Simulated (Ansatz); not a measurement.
Wanted: the native input for an Ansatz 0.2.0 run.

| Quantity | Value |
| --- | --- |
| Task | single point |
| Functional | PBE |
| Potentials or basis | Ansatz PAW |
| Cutoff | 420 eV (not typed: the program's choice for these potentials) |
| k mesh | 12 × 12 × 6 |
| Occupations | gaussian, width 0.029 eV |
| Spin | no spin polarisation |

Crystal: BN.

```xyz
4
Lattice="2.5539 0.0000 0.0000 -1.2770 2.2118 0.0000 0.0000 0.0000 4.2269" Properties=species:S:1:pos:R:3 pbc="T T T"
N     0.0000    1.4745    0.5295
N     1.2770    0.7373    2.6430
B     0.0000    1.4745    2.1123
B     1.2770    0.7373    4.2257
```

Measurements of this composition are mostly on another form, of space group No. 194.

These files were run (other wordings do the same):

input.yaml

```yaml
crystal:
  lattice:
    - [2.5539396017, 0.0, 0.0]
    - [-1.2769698009, 2.2117765748, 0.0]
    - [0.0, 0.0, 4.226855]
  atoms:
    - { symbol: "N", position: [0.3333333333, 0.6666666667, 0.125276] }
    - { symbol: "N", position: [0.6666666667, 0.3333333333, 0.625276] }
    - { symbol: B, position: [0.3333333333, 0.6666666667, 0.499724] }
    - { symbol: B, position: [0.6666666667, 0.3333333333, 0.999724] }
hamiltonian:
  xc: pbe
  pseudopotentials: { kind: paw }
kpoints:
  mp_grid: { grid: [12, 12, 6] }
scf:
  occupations: { method: gaussian, width: 0.029 }
output:
  forces: true
  stress: true
  eigenvalues: true
```

Potentials or basis: Ansatz PAW.

Command:

```console
$ ansatz run input.yaml --threads 2 --pin off --max-ram 5632MiB --backend cpu --events-out ev --progress --plain --runs-dir out
```

It gave:

* Pressure: 0.0 GPa
* Largest force: 0.016 eV/Å
* Band gap on the k mesh: 5.21 eV, indirect (least direct gap 8.24 eV)

Caveat: the pressure holds a Pulay correction of +1.1 GPa for the finite cutoff.

Wall time 4 s on 2 threads of Intel(R) Xeon(R) Processor @ 2.50GHz (Skylake/Cascade Lake), on a shared host, peak memory 0.32 GiB.
